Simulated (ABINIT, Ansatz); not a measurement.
**KF (Carobbiite): from the cell to the phonon bands**

How does KF (Carobbiite) vibrate, and is this structure a minimum?

Method: DFT LDA, scalar-relativistic, plane waves, PseudoDojo norm-conserving pseudopotentials, in ABINIT 10.8.3.

This is a report of a sequence of runs, with most program output left out.

**1. The starting structure**

It takes space group Fm-3m (No. 225, cubic). The conventional cell has a = 5.159 Å, b = 5.159 Å, c = 5.159 Å, α = 90.00°, β = 90.00°, γ = 90.00°. Nearest to K lie 6 F at 2.58 Å. Nearest to F lie 6 K at 2.58 Å. Farther neighbours and most contacts between anions are not listed.

**2. Relaxing the cell and atoms**

The harmonic expansion needs vanishing forces, and a free crystal bears no stress, so cell and atoms are brought to rest. Stress is more sensitive to the basis than forces are: the last 3 Ha under the cutoff are smoothed with ecutsm, and the cutoff is raised above that of the later runs.

The starting cell comes from a relaxation made beforehand in Ansatz (LDA, PseudoDojo NC).

Contents of relax.abi:

```
# relaxation
ionmov 2
optcell 2
dilatmx 1.08
ntime 40
tolmxf 1.0d-05
tolvrs 1.0d-14
prtwf 0
prtden 0
chksymtnons 0

# basis, mesh and filling
ecut 42.0
ecutsm 3.0
ngkpt 6 6 6
nshiftk 1
shiftk 0.0 0.0 0.0
istwfk *1
occopt 1
nband 8
nstep 100
diemac 9.0
prtebands 0
prtgsr 0
useylm 1

# cell and atoms
acell 6.893553593 6.893553593 6.893553593
rprim 
    -0.7071067812 0.0 0.7071067812
    0.0 0.7071067812 0.7071067812
    -0.7071067812 0.7071067812 0.0
ntypat 2
znucl 19 9
natom 2
typat 1 2
xred 
    0.0 0.0 0.0
    0.5 0.5 0.5
pp_dirpath "./pseudo"
pseudos "K.upf, F.upf"
```

Launch:

```
> OMP_NUM_THREADS=1 mpirun -n 4 abinit relax.abi > relax.log
```

Wall time 14 s (4 MPI ranks of Intel Xeon Platinum 8488C (Sapphire Rapids), shared host); 53 s of CPU time.

Little changed from the start: no atom moved by 0.005 Å and no cell edge by 0.1 %.

Read from the output:

| Property | Result |
| --- | --- |
| volume per atom | 17.16 Å³ |
| pressure | 6.57e-6 GPa |

**3. Self-consistent run for the response**

The response is built on these wavefunctions, so the potential is converged far more tightly than an energy would need.

Contents of gs.abi:

```
# ground state
tolvrs 1.0d-16
prtden 1
prtwf 1

# basis, mesh and filling
ecut 34.0
ngkpt 8 8 8
nshiftk 1
shiftk 0.0 0.0 0.0
istwfk *1
occopt 1
nband 8
nstep 100
diemac 9.0
prtebands 0
prtgsr 0
useylm 1

# cell and atoms
acell 6.892687853 6.892687853 6.892687853
rprim 
    -0.7071067812 0.0 0.7071067812
    0.0 0.7071067812 0.7071067812
    -0.7071067812 0.7071067812 0.0
ntypat 2
znucl 19 9
natom 2
typat 1 2
xred 
    0.0 0.0 0.0
    0.5 0.5 0.5
pp_dirpath "./pseudo"
pseudos "K.upf, F.upf"
```

Launch:

```
> OMP_NUM_THREADS=1 mpirun -n 4 abinit gs.abi > gs.log
```

Run time: 8.1 s. Hardware: 4 MPI ranks.

This step gave:

```yaml
pressure: -1.839 GPa
```

The cell stands at -1.8 GPa: the relaxation ran with a smoothed and higher cutoff and on another k mesh.

**4. Empty bands**

Empty bands on the ground state's density check that the gap assumed so far is there in this cell.

Contents of gap.abi:

```
# empty bands on the ground state's density
iscf -2
getden_filepath "gso_DEN"
tolwfr 1.0d-12
nbdbuf 2
prtwf 0

# basis, mesh and filling
ecut 34.0
ngkpt 8 8 8
nshiftk 1
shiftk 0.0 0.0 0.0
istwfk *1
occopt 1
nband 12
nstep 100
diemac 9.0
prtebands 0
prtgsr 0
useylm 1

# cell and atoms
acell 6.892687853 6.892687853 6.892687853
rprim 
    -0.7071067812 0.0 0.7071067812
    0.0 0.7071067812 0.7071067812
    -0.7071067812 0.7071067812 0.0
ntypat 2
znucl 19 9
natom 2
typat 1 2
xred 
    0.0 0.0 0.0
    0.5 0.5 0.5
pp_dirpath "./pseudo"
pseudos "K.upf, F.upf"
```

Launch:

```
> OMP_NUM_THREADS=1 mpirun -n 4 abinit gap.abi > gap.log
```

Run time: 6.4 s. Hardware: 4 MPI ranks; 25 s of CPU time.

Read from the output:

| Item | Value |
| --- | --- |
| gap on the k-mesh | 6.395 eV |

In this cell the gap on the mesh is 6.4 eV, direct, so fixed occupations hold.

**5. Linear response at Γ**

The derivative of the wavefunctions by k comes first, since the response to a field is built on it; then the field and the displacements that symmetry doesn't supply are solved at q = 0.

It reads the wavefunctions written in step 3.

Contents of dfpt_gamma.abi:

```
ndtset 2

# common to the responses
getwfk_filepath "gso_WFK"
kptopt 2
nqpt 1
qpt 0.0 0.0 0.0
asr 0
chneut 0

# d/dk
rfelfd1 2
rfdir1 1 1 1
iscf1 -3
tolwfr1 1.0d-20

# displacements, field
rfphon2 1
rfatpol2 1 2
rfdir2 1 1 1
rfelfd2 3
getddk2 1
tolvrs2 1.0d-10
prtwf2 0

# basis, mesh and filling
ecut 34.0
ngkpt 8 8 8
nshiftk 1
shiftk 0.0 0.0 0.0
istwfk *1
occopt 1
nband 8
nstep 100
diemac 9.0
prtebands 0
prtgsr 0
useylm 1

# cell and atoms
acell 6.892687853 6.892687853 6.892687853
rprim 
    -0.7071067812 0.0 0.7071067812
    0.0 0.7071067812 0.7071067812
    -0.7071067812 0.7071067812 0.0
ntypat 2
znucl 19 9
natom 2
typat 1 2
xred 
    0.0 0.0 0.0
    0.5 0.5 0.5
pp_dirpath "./pseudo"
pseudos "K.upf, F.upf"
```

Launch:

```
> OMP_NUM_THREADS=1 mpirun -n 4 abinit dfpt_gamma.abi > dfpt_gamma.log
```

It took 3.1 min on 4 MPI ranks; 12 min of CPU time.

Numbers from this step:

| Property | Result |
| --- | --- |
| miss of the charge sum rule | 8.06e-4 e |
| largest acoustic frequency at the zone centre before the sum rule | 2.27 cm⁻¹ |
| highest optical zone-centre mode (no LO-TO term) | 210.9 cm⁻¹ |
| lowest optical zone-centre mode | 210.9 cm⁻¹ |
| mean high-frequency dielectric constant | 2.095 |
| largest Born charge in size (third of the trace) | 1.151 e |

Born charge (rows field, columns displacement), before the sum rule (e), principal values of the symmetric part by kind of site:

```csv
atom,atoms with these values,low,middle,high,mean
K1,1,1.15,1.15,1.15,1.15
F2,1,-1.15,-1.15,-1.15,-1.15
```

In full for F2:

```
-1.15  0.00  0.00
 0.00 -1.15  0.00
 0.00  0.00 -1.15
```

High-frequency dielectric tensor:

```
2.10 0.00 0.00
0.00 2.10 0.00
0.00 0.00 2.10
```

The acoustic modes at Γ come out as far as 2.3 cm⁻¹ from zero, where they should vanish, a small numerical error; the Born charges miss their sum rule by 8.1e-4 e, which is good.

**6. Modes with the sum rule**

anaddb reads the merged derivatives, imposes the acoustic sum rule and charge neutrality, and adds the LO-TO term along chosen directions.

Contents of anaddb.abi:

```
ddb_filepath "gamma_DDB"
output_file "anaddb.abo"
outdata_prefix "anaddb"
asr 1
chneut 1
enunit 2
eivec 1
nph1l 1
qph1l 0.0 0.0 0.0 1.0
dieflag 1
nph2l 3
qph2l 
    1.0 0.0 0.0 0.0
    0.0 0.0 1.0 0.0
    1.0 1.0 1.0 0.0
```

Contents of mrgddb.in:

```
gamma_DDB
merged
2
dfpt_gammao_DS2_DDB
gso_DDB
```

Launch:

```
> mrgddb < mrgddb.in > mrgddb.log
> OMP_NUM_THREADS=1 anaddb anaddb.abi > anaddb.log
```

Elapsed: 0.69 s, on 1 thread.

Numbers from this step:

* mean static dielectric constant: 5.433
* highest mode moved by the LO-TO term: 339.6 cm⁻¹

No LO-TO term; unit eigenvectors of the mass-weighted matrix, from anaddb's displacements. The modes at Γ (shares of kinetic energy by element, %):

```csv
mode,frequency (cm⁻¹),symmetry,K %,F %
1,0.0,acoustic,67,33
2,0.0,acoustic,67,33
3,0.0,acoustic,67,33
4,210.9,T1u,33,67
5,210.9,T1u,33,67
6,210.9,T1u,33,67
```

Displacements in mode 4 (210.9 cm⁻¹), the largest set to 1:
```
K1   0.00  0.00 -0.49
F2   0.00  0.00  1.00
```

Trace of the oscillator strength, degenerate modes summed. Lines of the infrared spectrum (strongest = 100):

```csv
position (cm⁻¹),lines merged,"IR intensity, relative"
211,3,100
```

Static dielectric tensor (ions relaxed, fixed cell):

```
5.43 0.00 0.00
0.00 5.43 0.00
0.00 0.00 5.43
```

The rule moves no optical mode by more than 0.1 cm⁻¹.

**7. Sum rules set otherwise (asr 0)**

Without the rule the raw error of the acoustic modes shows.

Edit anaddb.abi of step 6 so:

```diff
@@ -3,4 +3,4 @@
 outdata_prefix "anaddb"
-asr 1
-chneut 1
+asr 0
+chneut 0
 enunit 2
```

mrgddb.in is that of step 6.

Elapsed: 0.64 s, on 1 thread.

This step gave:

- mean static dielectric constant: 5.431

Zone-centre frequencies as printed; negative means imaginary. Modes:

```csv
mode,frequency (cm⁻¹)
1,2.27
2,2.27
3,2.27
4,210.9
5,210.9
6,210.9
```

**8. Phonons on a q mesh**

Linear response treats each wavevector in the unit cell, with no supercell; the 4×4×4 mesh fixes the range of the force constants to be had.

Contents of dfpt_q.abi:

```
ndtset 7

# wavevectors
qpt1 0.25 0.0 0.0
qpt2 0.5 0.0 0.0
qpt3 0.25 0.25 0.0
qpt4 0.5 0.25 0.0
qpt5 -0.25 0.25 0.0
qpt6 0.5 0.5 0.0
qpt7 -0.25 0.5 0.25

# displacements
getwfk_filepath "gso_WFK"
getwfq_filepath "gso_WFK"
kptopt 3
nqpt 1
rfphon 1
rfatpol 1 2
rfdir 1 1 1
tolvrs 1.0d-10
prtwf 0

# basis, mesh and filling
ecut 34.0
ngkpt 8 8 8
nshiftk 1
shiftk 0.0 0.0 0.0
istwfk *1
occopt 1
nband 8
nstep 100
diemac 9.0
prtebands 0
prtgsr 0
useylm 1

# cell and atoms
acell 6.892687853 6.892687853 6.892687853
rprim 
    -0.7071067812 0.0 0.7071067812
    0.0 0.7071067812 0.7071067812
    -0.7071067812 0.7071067812 0.0
ntypat 2
znucl 19 9
natom 2
typat 1 2
xred 
    0.0 0.0 0.0
    0.5 0.5 0.5
pp_dirpath "./pseudo"
pseudos "K.upf, F.upf"
```

Launch:

```
> OMP_NUM_THREADS=1 mpirun -n 4 abinit dfpt_q.abi > dfpt_q.log
```

Elapsed: 38 min, on 4 MPI ranks; 2.5 h of CPU time.

Read from the output:

| Quantity | Value |
| --- | --- |
| lowest mode on the q mesh (acoustic ones at the zone centre apart) | 62.6 cm⁻¹ |

Frequencies (cm⁻¹) before the sum rule at the irreducible wavevectors but Γ, which is solved apart; negative means imaginary. Frequencies by wavevector:

```csv
q (fractions),star,mode 1,mode 2,mode 3,mode 4,mode 5,mode 6
0.25 0 0,8,86.23,86.23,127.2,204.7,204.7,318.4
0.5 0 0,4,129.2,129.2,193.5,193.5,210.3,275
0.25 0.25 0,6,62.6,62.6,161,214.9,214.9,277.9
0.5 0.25 0,24,107.3,139.4,168.2,207.6,215.7,248.2
-0.25 0.25 0,12,106.1,129.2,179.2,192.7,219.6,267.8
0.5 0.5 0,3,86.85,86.85,169.9,217.9,217.9,227.6
-0.25 0.5 0.25,6,135.5,135.5,151.7,214.7,223.2,223.2
```

**9. Dispersion**

anaddb transforms the dynamical matrices to force constants, with the dipole-dipole part treated apart, and back along the path; points of the mesh come back as solved, but for the sum rule and, in polar crystals, the LO-TO term at Γ; the rest is interpolation.

Contents of anaddb.abi:

```
ddb_filepath "all_DDB"
output_file "anaddb.abo"
outdata_prefix "anaddb"
ifcflag 1
ngqpt 4 4 4
nqshft 1
q1shft 0.0 0.0 0.0
asr 1
chneut 1
dipdip 1
dipquad 0
quadquad 0
enunit 0
eivec 0
nph1l 62
qph1l 
    0.0 5.0d-06 5.0d-06 1.0
    0.0 0.05 0.05 1.0
    0.0 0.1 0.1 1.0
    0.0 0.15 0.15 1.0
    0.0 0.2 0.2 1.0
    0.0 0.25 0.25 1.0
    0.0 0.3 0.3 1.0
    0.0 0.35 0.35 1.0
    0.0 0.4 0.4 1.0
    0.0 0.45 0.45 1.0
    0.0 0.5 0.5 1.0
    0.0 0.5125 0.4875 1.0
    0.0 0.525 0.475 1.0
    0.0 0.5375 0.4625 1.0
    0.0 0.55 0.45 1.0
    0.0 0.5625 0.4375 1.0
    0.0 0.575 0.425 1.0
    0.0 0.5875 0.4125 1.0
    0.0 0.6 0.4 1.0
    0.0 0.6125 0.3875 1.0
    0.0 0.625 0.375 1.0
    -0.375 0.375 0.0 1.0
    -0.3375 0.3375 0.0 1.0
    -0.3 0.3 0.0 1.0
    -0.2625 0.2625 0.0 1.0
    -0.225 0.225 0.0 1.0
    -0.1875 0.1875 0.0 1.0
    -0.15 0.15 0.0 1.0
    -0.1125 0.1125 0.0 1.0
    -0.075 0.075 0.0 1.0
    -0.0375 0.0375 0.0 1.0
    0.0 5.0d-06 0.0 1.0
    0.0 0.05 0.0 1.0
    0.0 0.1 0.0 1.0
    0.0 0.15 0.0 1.0
    0.0 0.2 0.0 1.0
    0.0 0.25 0.0 1.0
    0.0 0.3 0.0 1.0
    0.0 0.35 0.0 1.0
    0.0 0.4 0.0 1.0
    0.0 0.45 0.0 1.0
    0.0 0.5 0.0 1.0
    -0.025 0.5 0.025 1.0
    -0.05 0.5 0.05 1.0
    -0.075 0.5 0.075 1.0
    -0.1 0.5 0.1 1.0
    -0.125 0.5 0.125 1.0
    -0.15 0.5 0.15 1.0
    -0.175 0.5 0.175 1.0
    -0.2 0.5 0.2 1.0
    -0.225 0.5 0.225 1.0
    -0.25 0.5 0.25 1.0
    -0.225 0.5 0.275 1.0
    -0.2 0.5 0.3 1.0
    -0.175 0.5 0.325 1.0
    -0.15 0.5 0.35 1.0
    -0.125 0.5 0.375 1.0
    -0.1 0.5 0.4 1.0
    -0.075 0.5 0.425 1.0
    -0.05 0.5 0.45 1.0
    -0.025 0.5 0.475 1.0
    0.0 0.5 0.5 1.0
```

Contents of mrgddb.in:

```
all_DDB
merged
8
dfpt_gammao_DS2_DDB
dfpt_qo_DS1_DDB
dfpt_qo_DS2_DDB
dfpt_qo_DS3_DDB
dfpt_qo_DS4_DDB
dfpt_qo_DS5_DDB
dfpt_qo_DS6_DDB
dfpt_qo_DS7_DDB
```

Launch:

```
> mrgddb < mrgddb.in > mrgddb.log
> OMP_NUM_THREADS=1 anaddb anaddb.abi > anaddb.log
```

Wall time 0.83 s (1 thread).

Read from the output:

```
lowest frequency on the path : 0 cm⁻¹
```

Anaddb, dipole-dipole term. The phonon branches at the labelled points (cm⁻¹):

```csv
point,branch 1,branch 2,branch 3,branch 4,branch 5,branch 6
Γ,0,0,0,211,211,340
halfway,63,63,161,215,215,278
X,87,87,170,218,218,228
halfway,94,109,165,215,222,227
U,111,151,152,208,225,230
jump to K,111,151,152,208,225,230
halfway,79,112,150,195,218,298
Γ,0,0,0,211,211,340
halfway,86,86,127,205,205,318
L,129,129,193,193,210,275
halfway,127,137,180,202,215,251
W,136,136,152,215,223,223
halfway,104,121,161,218,220,226
X,87,87,170,218,218,228
```

All branches are real along the path.

**10. Density of states**

Sums over the zone need many more wavevectors than were solved, so the interpolation is sampled on a dense mesh.

Contents of anaddb.abi:

```
ddb_filepath "all_DDB"
output_file "anaddb.abo"
outdata_prefix "anaddb"
ifcflag 1
ngqpt 4 4 4
nqshft 1
q1shft 0.0 0.0 0.0
asr 1
chneut 1
dipdip 1
dipquad 0
quadquad 0
prtdos 2
ng2qpt 15 15 15
dosdeltae 4.5563e-06
ntemper 11
temperinc 100.0
tempermin 0.0
```

Launch:

```
> OMP_NUM_THREADS=1 anaddb anaddb.abi > anaddb.log
```

It took 2 s on 1 thread.

Numbers from this step:

- share of modes beyond 3i cm⁻¹ on the dense interpolated mesh: 0
- zero-point energy per atom: 33.09 meV
- heat capacity at 300 K: 23.35 J/(mol atoms K)
- vibrational entropy at 300 K: 31.4 J/(mol atoms K)

The phonon density of states has structure finer than the step of the table below, so its rows give means over 10 cm⁻¹, whole bins alone (the curve runs from -30 to 348 cm⁻¹). Peaks (cm⁻¹: height): 126.0: 0.0510, 174.0: 0.0433, 216.0: 0.110, 228.0: 0.0386.

Tetrahedra. Phonon density of states against wavenumber; means over each step:

wavenumber (cm⁻¹), phonon density of states (1/cm⁻¹/cell) and a bar:
```
        0      0.000 
       10      0.000 
       20      0.000 
       30      0.001 
       40      0.002 #
       50      0.003 #
       60      0.005 ##
       70      0.008 ###
       80      0.012 #####
       90      0.020 #######
      100      0.024 #########
      110      0.028 ##########
      120      0.038 ##############
      130      0.039 ###############
      140      0.028 ###########
      150      0.007 ##
      160      0.018 #######
      170      0.033 ############
      180      0.025 #########
      190      0.011 ####
      200      0.048 ##################
      210      0.081 ##############################
      220      0.067 #########################
      230      0.021 ########
      240      0.015 #####
      250      0.013 #####
      260      0.012 ####
      270      0.011 ####
      280      0.009 ###
      290      0.007 ##
      300      0.005 ##
      310      0.004 ##
      320      0.003 #
      330      0.002 #
      340      0.000
```

Harmonic thermodynamic functions per atom, summed over the density of states scaled to three modes an atom; melting is ignored. Thermodynamic functions:

```csv
T (K),F_vib (meV/atom),S (J/mol-atom/K),C_V (J/mol-atom/K)
0,33.09,0,0
50,32.78,2.259,5.664
100,29.86,9.306,14.92
200,13.13,22.25,21.58
300,-14.93,31.4,23.35
400,-51.17,38.22,24.02
500,-93.68,43.62,24.35
600,-141.3,48.08,24.53
700,-193.1,51.87,24.64
800,-248.6,55.16,24.71
900,-307.3,58.08,24.76
1000,-368.9,60.69,24.79
```

At 300 K the heat capacity has reached 94 % of the Dulong-Petit value.

**11. Self-consistent run for the response, volume × 0.98**

First-order wavefunctions inherit every error of the ground state, hence the very tight tolvrs.

Edit gs.abi of step 3 so:

```diff
@@ -20,3 +20,3 @@
 # cell and atoms
-acell 6.892687853 6.892687853 6.892687853
+acell 6.846426809 6.846426809 6.846426809
 rprim
```

Launch:

```
> OMP_NUM_THREADS=1 mpirun -n 4 abinit gs.abi > gs.log
```

Wall time 7.4 s (4 MPI ranks).

This step gave:

```yaml
volume_per_atom: 16.81 Å³
pressure: -0.9321 GPa
```

The printed pressure carries the offset of the base run, -1.8 GPa; against it the change of volume adds +0.91 GPa.

**12. Linear response at Γ, volume × 0.98**

It reads the wavefunctions written in step 11.

Edit dfpt_gamma.abi of step 5 so:

```diff
@@ -40,3 +40,3 @@
 # cell and atoms
-acell 6.892687853 6.892687853 6.892687853
+acell 6.846426809 6.846426809 6.846426809
 rprim
```

Launch:

```
> OMP_NUM_THREADS=1 mpirun -n 4 abinit dfpt_gamma.abi > dfpt_gamma.log
```

Run time: 2.7 min. Hardware: 4 MPI ranks.

Read from the output:

| Property | Result |
| --- | --- |
| miss of the charge sum rule | 8.32e-4 e |
| largest acoustic frequency at the zone centre before the sum rule | 2.71 cm⁻¹ |
| highest optical zone-centre mode (no LO-TO term) | 221.5 cm⁻¹ |
| lowest optical zone-centre mode | 221.5 cm⁻¹ |
| mean high-frequency dielectric constant | 2.111 |
| largest Born charge in size (third of the trace) | 1.154 e |

Born charge (rows field, columns displacement), before the sum rule (e), principal values of the symmetric part by kind of site:

```csv
atom,atoms with these values,low,middle,high,mean
K1,1,1.15,1.15,1.15,1.15
F2,1,-1.15,-1.15,-1.15,-1.15
```

In full for K1:

```
1.15 0.00 0.00
0.00 1.15 0.00
0.00 0.00 1.15
```

High-frequency dielectric tensor:

```
2.11 0.00 0.00
0.00 2.11 0.00
0.00 0.00 2.11
```

**13. What came out**

```json
{
 "space group after relaxation": "Fm-3m",
 "volume per atom": "17.2 Å³",
 "highest optical zone-centre mode (no LO-TO term)": "210.9 cm⁻¹",
 "highest mode moved by the LO-TO term": "339.6 cm⁻¹",
 "mean high-frequency dielectric constant": "2.10",
 "largest Born charge in size (third of the trace)": "1.15 e",
 "mean static dielectric constant": "5.43",
 "q mesh": "4×4×4",
 "lowest mode on the q mesh (acoustic ones at the zone centre apart)": "62.6 cm⁻¹",
 "zero-point energy per atom": "33.1 meV",
 "heat capacity at 300 K": "23.3 J/(mol atoms K)",
 "vibrational entropy at 300 K": "31.4 J/(mol atoms K)",
 "imaginary modes on the q mesh": "none"
}
```

**Reading.** KF (Carobbiite) is dynamically stable on the 4×4×4 mesh; its spectrum reaches 340 cm⁻¹. At the LDA level the optical modes of KF (Carobbiite) at the zone centre (no LO-TO term) lie at 211 cm⁻¹. The runs at other volumes were meant for Grüneisen parameters, which were not obtained. The base run prints -1.8 GPa, mostly the error of a finite basis; the relaxation, with a smoothed and higher cutoff, had brought the cell to rest. An error of this size shows a cutoff that is short for these files. Along the directions run, the highest mode that the macroscopic field moves lies at 340 cm⁻¹. Lattice motion raises the mean dielectric constant from 2.095 to 5.433. The Born charge of K is 1.151 e against a formal charge of +1, somewhat above it. The Lyddane-Sachs-Teller relation holds: (ωLO/ωTO)² is 2.59 and ε₀/ε∞ is 2.59. These are harmonic frequencies at zero temperature: anharmonic shifts and linewidths and thermal expansion are left out. A run on a mesh of wavevectors was begun and cut off at its time limit; it is not shown, and nothing is said of wavevectors that it left out.

[Host names and launcher messages were left out of these logs when they were recorded.]

[Logs are printed without paths, hosts, clocks, repeated set-up lines and the standing remarks that a program may print on its own settings, such as how far it seeks lower states.]

[Hosts, paths, dates, database ids (printed as entryN), source tags and the programs' standing remarks are cut or masked in the printed files.]
